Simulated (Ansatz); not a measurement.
**From C5H12 to CH4O4: predicting a member**

Gas-phase molecules. On one C centre, n of the CH3 ligands are replaced by OH. The HOMO–LUMO gap y in eV at wB97X-V/def2-TZVPP. Shapes: PBE0-D4/def2-TZVP. Flexible molecules stand in one conformer, not always the lowest. Programs: Ansatz 0.2.0.

| molecule | n | y (eV) |
| --- | --- | --- |
| C5H12 | 0 | 14.22 |
| C4H10O | 1 | ? |
| C2H6O3 | 3 | 13.43 |
| CH4O4 | 4 | 14.14 |

Question: Fit y = c + s·n to the known rows and predict C4H10O.

Answer: 
1. Means of the 3 rows: n = 2.33333, y = 13.930.
2. Σ(Δn)² = 8.6667, Σ(Δn·Δy) = -0.66, so the slope is -0.66/8.6667 = -0.076154.
3. Intercept: 13.930 − (-0.076154) × 2.33333 = 14.108. The largest residual of the fit is 0.45.
4. C4H10O: 14.108 + (-0.076154) × 1 = 14.03 eV.

The run gave 12.91 eV, so the prediction is off by +1.12 eV, more than the largest residual. The step per swap changes from -1.31 to +0.71 eV along the series, so a line misses the bend. Other levels give for C4H10O: PBE-D4/def2-TZVPP 6.11; r2SCAN-D4/def2-TZVPP 7.17; B3LYP-D4/def2-TZVPP 7.99 eV. Orbital gaps aren't excitation energies, and the LUMO depends on the basis. The series isn't monotonic at this level.
